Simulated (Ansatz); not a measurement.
**Stationary points along a deformation path in Si**

Level of theory: DFT LDA, scalar-relativistic, plane waves, PAW in Ansatz. The runs took a 420 eV cutoff, a Γ-centred 24×24×24 mesh and Gaussian smearing (0.15 eV). No spin polarisation. Energies are free energies at this smearing, counted from the undisturbed cell; pressure is positive in compression.

The starting cell (as given, not relaxed at this level; it stands at -0.3 GPa; this fcc form isn't the usual structure):

```
Si
1.0
     0.00000    1.91083    1.91083
     1.91083    0.00000    1.91083
     1.91083    1.91083    0.00000
Si
1
Cartesian
  0.0000 0.0000 0.0000
```

At fixed volume and fractional coordinates, lengths along (0.577, 0.577, 0.577) are scaled against those across it; ρ is that ratio over its starting value. V = 13.954 Å³/atom. Δσ is the stress along the axis less the mean stress across it (compression positive).

```csv
ρ,ΔE (meV/atom),Δσ (GPa),space group
0.500,-97.5,0.00,Pm-3m
0.600,-94.5,-4.01,R-3m
0.710,-15.0,-6.76,R-3m
1.000,0.0,0.00,Fm-3m
1.410,212.1,-28.12,R-3m
2.000,1268.7,-94.02,R-3m
```

Q: How does the stress give the slope of the energy, and where is the energy stationary?

A: Along the path d ln(length) is 2/3 d ln ρ on the axis and −1/3 d ln ρ across it, so dE/d ln ρ = −(2/3) V Δσ: the energy falls with ρ where Δσ is positive. Δσ vanishes or changes sign at ρ = 0.500 (Pm-3m, an end of the scan), at -97.5 meV/atom; at ρ = 1.000 (Fm-3m), a stationary point at 0.0 meV/atom. Pairs of stationary points between two samples would go unseen, and could change a minimum read from distant neighbours into a maximum. At ρ = 0.500, 1.000 the cell is cubic, where symmetry alone makes the stress isotropic and the slope zero.

Q: Is the start the lowest point of the path?

A: No: ρ = 0.500 lies 97.5 meV/atom lower. No sample between lies above the start, but a cubic through the energies and slopes at the samples rises about 10 meV/atom above it, so a barrier is likely. Volume and inner coordinates are held, so a relaxed structure there would lie lower still.

In a metal these slopes depend on the k mesh and the smearing.